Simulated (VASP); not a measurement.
# CdTe (F-43m) in VASP: a series of runs

The runs below take CdTe through single point, with LDA, HSE06+D3(BJ), PBE0.

Everything below comes from runs of VASP 6.6.1. Logs are shortened: lines on timing, memory, paths and dates and some standing lists are left out, and cuts for length are marked.

**1. The crystal as given**

Symmetry: F-43m, No. 216, cubic system. Conventional cell: a = 6.410 Å, b = 6.410 Å, c = 6.410 Å, α = 90.00°, β = 90.00°, γ = 90.00°. Te (site symmetry -43m) has 4 Cd at 2.78 Å as nearest neighbours. Cd (site symmetry -43m) is surrounded by 4 Te at 2.78 Å.

**2. Single point, LDA (grid = ENCUT=400 dk=0.35 cell=2x2x2 ISMEAR=0 SIGMA=0.05 LREAL=Auto EDIFF=1e-06)**

Input file INCAR:

```
ALGO     = Fast           # electronic algorithm
EDIFF    = 1E-6           # SCF threshold, eV
ENCUT    = 400            # plane-wave cutoff, eV
ISIF     = 2              # what is computed and relaxed
ISMEAR   = 0              # smearing method
LASPH    = True           # aspherical terms in the spheres
LCHARG   = False          # write CHGCAR
LREAL    = Auto         
LWAVE    = False          # write WAVECAR
NBANDS   = 80             # bands
NELM     = 120            # most SCF steps
PREC     = Accurate       # precision mode
SIGMA    = 0.05           # smearing width, eV
```

Input file KPOINTS:

```
k-points
0
Gamma
  3 3 3
```

Input file POSCAR:

```
CdTe
1.0
    0.0000000000      6.4100000000      6.4100000000
    6.4100000000      0.0000000000      6.4100000000
    6.4100000000      6.4100000000      0.0000000000
Te Cd
8 8
Direct
    0.3750000000      0.3750000000      0.3750000000
    0.3750000000      0.3750000000      0.8750000000
    0.3750000000      0.8750000000      0.3750000000
    0.3750000000      0.8750000000      0.8750000000
    0.8750000000      0.3750000000      0.3750000000
    0.8750000000      0.3750000000      0.8750000000
    0.8750000000      0.8750000000      0.3750000000
    0.8750000000      0.8750000000      0.8750000000
    0.0000000000      0.0000000000      0.0000000000
    0.0000000000      0.0000000000      0.5000000000
    0.0000000000      0.5000000000      0.0000000000
    0.0000000000      0.5000000000      0.5000000000
    0.5000000000      0.0000000000      0.0000000000
    0.5000000000      0.0000000000      0.5000000000
    0.5000000000      0.5000000000      0.0000000000
    0.5000000000      0.5000000000      0.5000000000
```

Potentials or basis: VASP PAW LDA potentials, release 64 (Te, Cd).

Run with:

```console
cat potpaw_LDA.64/Te/POTCAR potpaw_LDA.64/Cd/POTCAR > POTCAR
mpirun -np 1 vasp_std > vasp.out
```

OUTCAR:

```text
EDIFF = 1E-6
   ENCUT = 400
   ISIF = 2
   ISMEAR = 0
   LASPH = True
   LREAL = Auto
   NELM = 120
   PREC = Accurate

 Found      4 irreducible k-points:

 Following reciprocal coordinates:
            Coordinates               Weight
  0.000000  0.000000  0.000000      1.000000
  0.333333  0.000000  0.000000      8.000000
  0.333333  0.333333  0.000000      6.000000
 -0.333333  0.333333  0.000000     12.000000
   k-points           NKPTS =      4   k-points in BZ     NKDIM =      4   number of bands    NBANDS=     80
   number of dos      NEDOS =    301   number of ions     NIONS =     16
   total plane-waves  NPLWV = 216000
   dimension x,y,z NGX =    60 NGY =   60 NGZ =   60
   dimension x,y,z NGXF=   120 NGYF=  120 NGZF=  120
   ions per type =               8   8
   NGX,Y,Z   is equivalent  to a cutoff of  11.00, 11.00, 11.00 a.u.
   NGXF,Y,Z  is equivalent  to a cutoff of  22.01, 22.01, 22.01 a.u.
 SYSTEM =  unknown system
   PREC   = accura    normal or accurate (medium, high low for compatibility)
   ISTART =      0    job   : 0-new  1-cont  2-samecut
   ICHARG =      2    charge: 1-file 2-atom 10-const
   ISPIN  =      1    spin polarized calculation?
   LNONCOLLINEAR =      F non collinear calculations
   LSORBIT =      F    spin-orbit coupling
   LASPH  =      T    aspherical Exc in radial PAW
   ENCUT  =  400.0 eV  29.40 Ry    5.42 a.u.  14.78 14.78 14.78*2*pi/ulx,y,z
   NELM   =    120;   NELMIN=  2; NELMDL= -5     # of ELM steps
   EDIFF  = 0.1E-05   stopping-criterion for ELM
   LREAL  =      T    real-space projection
   EDIFFG = 0.1E-04   stopping-criterion for IOM
   NSW    =      0    number of steps for IOM
   IBRION =     -1    ionic relax: 0-MD 1-quasi-New 2-CG
   NFREE  =      0    steps in history (QN), initial steepest desc. (CG)
   ISIF   =      2    stress and relaxation
   ISYM   =      2    0-nonsym 1-usesym 2-fastsym
   POTIM  = 0.5000    time-step for ionic-motion
   TEBEG  =    0.0;   TEEND  =   0.0 temperature during run
   PSTRESS=    0.0 pullay stress
   NELECT =     144.0000    total number of electrons
   NUPDOWN=      -1.0000    fix difference up-down
   EMIN   =  10.00;   EMAX   =-10.00  energy-range for DOS
   EFERMI =   0.00;   METHOD = LEGACY
   ISMEAR =     0;   SIGMA  =   0.05  broadening in eV -4-tet -1-fermi 0-gaus
   EFERMI_NEDOS =   21; number of points for ismear=-14 and -15
   IALGO  =     68    algorithm
   IMIX   =      4    mixing-type and parameters
     AMIX     =   0.40;   BMIX     =  1.00
     AMIX_MAG =   1.60;   BMIX_MAG =  1.00
  volume/ion in A,a.u.               =      32.92       222.17
  Fermi-wavevector in a.u.,A,eV,Ry     =   1.062497  2.007828 15.359610  1.128899
  Thomas-Fermi vector in A             =   2.197950
   LORBIT       =      0    0 simple, 1 ext, 2 COOP (PROOUT), +10 PAW based schemes
   GGA     = CA    functional components
   LHFCALC =     F    Hartree Fock is set to
   AEXX    =    0.0000 exact exchange contribution
   IVDW    =     0    specifies the selected vdW correction
   LEPSILON=     F    determine dielectric tensor
   LRPA    =     F    only Hartree local field effects (RPA)
 non-spin polarized calculation
 RMM-DIIS sequential band-by-band and
 Gauss-broadening in eV      SIGMA  =   0.05
  energy-cutoff  :      400.00
  volume of cell :      526.75
 maximum number of plane-waves:      9577
   NGX = 29   NGY = 29   NGZ = 29

 number of electron     144.0000087 magnetization

 Free energy of the ion-electron system (eV)
  ---------------------------------------------------
  ext. energy  EPLUGINS =         0.00000000
  ---------------------------------------------------
  free energy    TOTEN  =       -48.34658175 eV

  energy without entropy =      -48.34658175  energy(sigma->0) =      -48.34658175

 E-fermi :   2.7167     XC(G=0):  -9.0889

 val. band max:        2.4703666406   @ k =   0.0000   0.0000   0.0000
 cond. band min:       3.1200614430   @ k =   0.0000   0.0000   0.0000
 fundamental gap:      0.6496948024
 Fermi energy:         2.7166836057

 k-point     1 :       0.0000    0.0000    0.0000
  band No.  band energies     occupation
      1      -8.9655      2.00000
      2      -8.5285      2.00000
      3      -8.5285      2.00000
      4      -8.5285      2.00000
      5      -8.5285      2.00000
      6      -8.3953      2.00000
[... 72 lines left out ...]
     79       4.8430      0.00000
     80       4.8768      0.00000

 k-point     2 :       0.3333    0.0000    0.0000
  band No.  band energies     occupation
      1      -8.8562      2.00000
      2      -8.6365      2.00000
      3      -8.4960      2.00000
      4      -8.4960      2.00000
      5      -8.4960      2.00000
      6      -8.4294      2.00000
[... 72 lines left out ...]
     79       5.1628      0.00000
     80       5.1628      0.00000

 k-point     3 :       0.3333    0.3333    0.0000
  band No.  band energies     occupation
      1      -8.8201      2.00000
      2      -8.5324      2.00000
      3      -8.5310      2.00000
      4      -8.5310      2.00000
      5      -8.5310      2.00000
      6      -8.5310      2.00000
[... 72 lines left out ...]
     79       5.4880      0.00000
     80       6.0248      0.00000

 k-point     4 :      -0.3333    0.3333    0.0000
  band No.  band energies     occupation
      1      -8.7103      2.00000
      2      -8.6383      2.00000
      3      -8.6383      2.00000
      4      -8.4975      2.00000
      5      -8.4975      2.00000
      6      -8.4298      2.00000
[... 72 lines left out ...]
     79       6.1486      0.00000
     80       6.1777      0.00000

------------------------ aborting loop because EDIFF is reached ----------------------------------------

  FORCE on cell =-STRESS in cart. coord.  units (eV):
  Direction    XX          YY          ZZ          XY          YZ          ZX
  --------------------------------------------------------------------------------------
  -------------------------------------------------------------------------------------
  Total       -0.4366884     -0.4366884     -0.4366884      0.0000000     -0.0000000     -0.0000000
  in kB       -1.3282448     -1.3282448     -1.3282448      0.0000000     -0.0000000     -0.0000000
  external PRESSURE =      -1.3282448 kB  Pullay stress =       0.0000000 kB

 VOLUME and BASIS-vectors are now :
 -----------------------------------------------------------------------------
  energy-cutoff  :      400.00
  volume of cell :      526.75
      direct lattice vectors                 reciprocal lattice vectors
     0.000000000  6.410000000  6.410000000    -0.078003120  0.078003120  0.078003120
     6.410000000  0.000000000  6.410000000     0.078003120 -0.078003120  0.078003120
     6.410000000  6.410000000  0.000000000     0.078003120  0.078003120 -0.078003120

 POSITION                                       TOTAL-FORCE (eV/Angst)
 -----------------------------------------------------------------------------------
      4.80750      4.80750      4.80750         0.000000     -0.000000     -0.000000
      8.01250      8.01250      4.80750         0.000000      0.000000      0.000000
      8.01250      4.80750      8.01250        -0.000000      0.000000      0.000000
     11.21750      8.01250      8.01250        -0.000000     -0.000000      0.000000
      4.80750      8.01250      8.01250        -0.000000     -0.000000     -0.000000
      8.01250     11.21750      8.01250        -0.000000     -0.000000      0.000000
[... 8 lines left out ...]
      3.20500      3.20500      6.41000        -0.000000      0.000000     -0.000000
      6.41000      6.41000      6.41000        -0.000000      0.000000     -0.000000
 -----------------------------------------------------------------------------------
    total drift:                               -0.000004     -0.000004     -0.000003

  FREE ENERGIE OF THE ION-ELECTRON SYSTEM (eV)
  ---------------------------------------------------
  free  energy   TOTEN  =       -48.3465817464 eV

  energy  without entropy=      -48.3465817464  energy(sigma->0) =      -48.34658175
```

It took 1.8 min on 1 thread of Intel Xeon 6975P-C (Granite Rapids), shared host; peak memory 0.38 GiB.

The run converged, but some of its settings lie outside the range that counts as converged, so its numbers aren't taken as properties of the crystal.

Results:

| Property | Result |
| --- | --- |
| Free energy | -48.3466 eV |
| Pressure | -0.1 GPa |
| Band gap on the k mesh | 0.65 eV |

Caveat: spin-orbit coupling is left out, which moves the levels of the heavy elements.

**3. Single point, LDA (grid = ENCUT=650 dk=0.45 cell=2x2x2 ISMEAR=0 SIGMA=0.05 LREAL=Auto EDIFF=1e-06)**

INCAR: that of step 2 with these lines changed.

```diff
@@ -2,3 +2,3 @@
 EDIFF    = 1E-6           # SCF threshold, eV
-ENCUT    = 400            # plane-wave cutoff, eV
+ENCUT    = 650            # plane-wave cutoff, eV
 ISIF     = 2              # what is computed and relaxed
```

Input file KPOINTS:

```
k-points
0
Gamma
  2 2 2
```

POSCAR is that of step 2.

Potentials or basis: VASP PAW LDA potentials, release 64 (Te, Cd).

Run with:

```console
cat potpaw_LDA.64/Te/POTCAR potpaw_LDA.64/Cd/POTCAR > POTCAR
mpirun -np 1 vasp_std > vasp.out
```

Wall time 3.9 min (1 thread of Intel Xeon 6975P-C (Granite Rapids), shared host); peak memory 0.71 GiB.

These settings aren't checked as converged: the numbers below hold their error.

Results:

```yaml
Free_energy: -47.8286 eV
Pressure: 0.5 GPa
Band_gap_on_the_k_mesh: 0.63 eV
```

Caveat: the k mesh is coarse (spacing up to 0.42 Å⁻¹), so the values aren't converged; spin-orbit coupling is left out, which moves the levels of the heavy elements.

**4. Single point, HSE06+D3(BJ)**

Input file run.py:

```python
from ase.calculators.vasp import Vasp
from ase.dft.bandgap import bandgap
from ase.io import read

atoms = read('CdTe.cif', primitive_cell=True, subtrans_included=False)
calc = Vasp(
    directory='calc',
    xc='hse06',
    pp='PBE',
    setups='recommended',
    prec='Accurate',
    encut=520,
    ediff=1e-08,
    ismear=-5,
    sigma=0.05,
    lreal=False,
    lasph=True,
    nelm=100,
    algo='Normal',
    isif=2,
    lwave=False,
    lcharg=True,
    precfock='Fast',
    ivdw=12,
    vdw_s6=1.0,
    vdw_s8=2.31,
    vdw_a1=0.383,
    vdw_a2=5.685,
    lelf=True,
    lvhar=True,
    kpts=[4, 4, 4],
    gamma=True,
)
atoms.calc = calc

print('energy (eV):', atoms.get_potential_energy())
print('free energy (eV):', atoms.get_potential_energy(force_consistent=True))
print('forces (eV/A):')
print(atoms.get_forces())
print('stress (eV/A^3, Voigt):', atoms.get_stress())
print('Fermi level (eV):', calc.get_fermi_level())
gap, top, bottom = bandgap(calc)
print('band gap (eV):', gap, 'from (spin, k, band)', top, 'to', bottom)
```

Input file CdTe.cif:

```cif
data_CdTe
_cell_length_a 6.41000000
_cell_length_b 6.41000000
_cell_length_c 6.41000000
_cell_angle_alpha 90.00000000
_cell_angle_beta 90.00000000
_cell_angle_gamma 90.00000000
_space_group_name_H-M_alt 'F-43m'
_space_group_name_Hall 'F -4 2 3'
_space_group_IT_number 216
loop_
_space_group_symop_operation_xyz
'x,y,z'
'y,-x,-z'
'-x,-y,z'
'-y,x,-z'
'x,-y,-z'
'y,x,z'
'-x,y,-z'
'-y,-x,z'
'z,x,y'
'-z,y,-x'
'z,-x,-y'
'-z,-y,x'
'-z,x,-y'
'z,y,x'
'-z,-x,y'
'z,-y,-x'
'y,z,x'
'-x,-z,y'
'-y,z,-x'
'x,-z,-y'
'-y,-z,x'
'x,z,y'
'y,-z,-x'
'-x,z,-y'
'x,y+1/2,z+1/2'
'y,-x+1/2,-z+1/2'
'-x,-y+1/2,z+1/2'
'-y,x+1/2,-z+1/2'
'x,-y+1/2,-z+1/2'
'y,x+1/2,z+1/2'
'-x,y+1/2,-z+1/2'
'-y,-x+1/2,z+1/2'
'z,x+1/2,y+1/2'
'-z,y+1/2,-x+1/2'
'z,-x+1/2,-y+1/2'
'-z,-y+1/2,x+1/2'
'-z,x+1/2,-y+1/2'
'z,y+1/2,x+1/2'
'-z,-x+1/2,y+1/2'
'z,-y+1/2,-x+1/2'
'y,z+1/2,x+1/2'
'-x,-z+1/2,y+1/2'
'-y,z+1/2,-x+1/2'
'x,-z+1/2,-y+1/2'
'-y,-z+1/2,x+1/2'
'x,z+1/2,y+1/2'
'y,-z+1/2,-x+1/2'
'-x,z+1/2,-y+1/2'
'x+1/2,y,z+1/2'
'y+1/2,-x,-z+1/2'
'-x+1/2,-y,z+1/2'
'-y+1/2,x,-z+1/2'
'x+1/2,-y,-z+1/2'
'y+1/2,x,z+1/2'
'-x+1/2,y,-z+1/2'
'-y+1/2,-x,z+1/2'
'z+1/2,x,y+1/2'
'-z+1/2,y,-x+1/2'
'z+1/2,-x,-y+1/2'
'-z+1/2,-y,x+1/2'
'-z+1/2,x,-y+1/2'
'z+1/2,y,x+1/2'
'-z+1/2,-x,y+1/2'
'z+1/2,-y,-x+1/2'
'y+1/2,z,x+1/2'
'-x+1/2,-z,y+1/2'
'-y+1/2,z,-x+1/2'
'x+1/2,-z,-y+1/2'
'-y+1/2,-z,x+1/2'
'x+1/2,z,y+1/2'
'y+1/2,-z,-x+1/2'
'-x+1/2,z,-y+1/2'
'x+1/2,y+1/2,z'
'y+1/2,-x+1/2,-z'
'-x+1/2,-y+1/2,z'
'-y+1/2,x+1/2,-z'
'x+1/2,-y+1/2,-z'
'y+1/2,x+1/2,z'
'-x+1/2,y+1/2,-z'
'-y+1/2,-x+1/2,z'
'z+1/2,x+1/2,y'
'-z+1/2,y+1/2,-x'
'z+1/2,-x+1/2,-y'
'-z+1/2,-y+1/2,x'
'-z+1/2,x+1/2,-y'
'z+1/2,y+1/2,x'
'-z+1/2,-x+1/2,y'
'z+1/2,-y+1/2,-x'
'y+1/2,z+1/2,x'
'-x+1/2,-z+1/2,y'
'-y+1/2,z+1/2,-x'
'x+1/2,-z+1/2,-y'
'-y+1/2,-z+1/2,x'
'x+1/2,z+1/2,y'
'y+1/2,-z+1/2,-x'
'-x+1/2,z+1/2,-y'
loop_
_atom_site_label
_atom_site_type_symbol
_atom_site_symmetry_multiplicity
_atom_site_Wyckoff_symbol
_atom_site_fract_x
_atom_site_fract_y
_atom_site_fract_z
_atom_site_occupancy
Te1 Te 4 c 0.2500000000 0.2500000000 0.2500000000 1
Cd1 Cd 4 a 0.0000000000 0.0000000000 0.0000000000 1
```

Potentials or basis: VASP PAW PBE potentials, release 64 (Te, Cd).

Run with:

```console
python run.py
```

The log of the run:

```text
energy (eV): -6.90153316
free energy (eV): -6.90153316
forces (eV/A):
[[ 0.  0.  0.]
 [-0. -0. -0.]]
stress (eV/A^3, Voigt): [-0.00648363 -0.00648363 -0.00648363 -0.         -0.          0.        ]
Fermi level (eV): 2.18849931
band gap (eV): 1.6917 from (spin, k, band) (0, np.int64(0), np.int64(8)) to (0, np.int64(0), np.int64(9))
```

OUTCAR:

```text
ENCUT = 520.000000
   HFSCREEN = 0.200000
   EDIFF = 1.00e-08
   GGA = PE
   PREC = Accurate
   PRECFOCK = Fast
   ISIF = 2
   ISMEAR = -5
   NELM = 100
   IVDW = 12
   LASPH = .TRUE.
   LHFCALC = .TRUE.
   LREAL = .FALSE.
 IVDW          = 12

 ion  position               nearest neighbor table
   1  0.250  0.250  0.250-   2 2.78   2 2.78   2 2.78   2 2.78
   2  0.000  0.000  0.000-   1 2.78   1 2.78   1 2.78   1 2.78

[... 324 lines left out ...]
  in kB      10.38793    10.38793    10.38793    -0.00000     0.00000     0.00000
  external pressure =       10.39 kB  Pullay stress =        0.00 kB

 VOLUME and BASIS-vectors are now :
 -----------------------------------------------------------------------------
  energy-cutoff  :      520.00
  volume of cell :       65.84
      direct lattice vectors                 reciprocal lattice vectors
     0.000000000  3.205000000  3.205000000    -0.156006240  0.156006240  0.156006240
     3.205000000  0.000000000  3.205000000     0.156006240 -0.156006240  0.156006240
     3.205000000  3.205000000  0.000000000     0.156006240  0.156006240 -0.156006240

 POSITION                                       TOTAL-FORCE (eV/Angst)
 -----------------------------------------------------------------------------------
      1.60250      1.60250      1.60250         0.000000      0.000000      0.000000
      0.00000      0.00000      0.00000        -0.000000     -0.000000     -0.000000
 -----------------------------------------------------------------------------------
    total drift:                               -0.000002     -0.000003     -0.000002

  FREE ENERGIE OF THE ION-ELECTRON SYSTEM (eV)
  ---------------------------------------------------
  free  energy   TOTEN  =        -6.9015331626 eV

  energy  without entropy=       -6.9015331626  energy(sigma->0) =       -6.90153316
```

INCAR:

```text
ENCUT = 520.000000
HFSCREEN = 0.200000
SIGMA = 0.050000
VDW_S6 = 1.000000
VDW_S8 = 2.310000
VDW_A1 = 0.383000
VDW_A2 = 5.685000
EDIFF = 1.00e-08
ALGO = Normal
GGA = PE
PREC = Accurate
PRECFOCK = Fast
ISIF = 2
ISMEAR = -5
NELM = 100
IVDW = 12
LASPH = .TRUE.
LCHARG = .TRUE.
LELF = .TRUE.
LHFCALC = .TRUE.
LVHAR = .TRUE.
LWAVE = .FALSE.
LREAL = .FALSE.
```

It took 5.3 min on 1 thread of AMD EPYC 9R45 (Zen 5), shared host; peak memory 0.28 GiB.

What came out:

| Property | Result |
| --- | --- |
| Free energy | -6.9015 eV |
| Pressure | 1.0 GPa |
| Band gap on the k mesh | 1.69 eV, direct |
| Dispersion energy per atom | -0.471 eV |

Levels at points of the mesh, in eV from the valence-band top:
```
           k point  band 5  band 6  band 7  band 8  band 9  band 10  band 11  band 12  band 13
(0.00, 0.00, 0.00)   -9.42   -9.42    0.00    0.00    0.00     1.69     5.47     5.47     5.47
(0.50, 0.00, 0.00)   -9.42   -8.94   -4.95   -0.88   -0.88     2.68     6.06     6.06     8.02
(0.50, 0.50, 0.00)   -9.39   -8.74   -4.79   -2.13   -2.13     3.21     3.48    10.22    10.58
```

Caveat: the k mesh is coarse (spacing up to 0.42 Å⁻¹), so the values aren't converged, least of all with exact exchange; the PAW data sets were made with another functional, which shifts forces and pressure a little; spin-orbit coupling is left out, which moves the levels of the heavy elements.

[end of part 1 of 2]
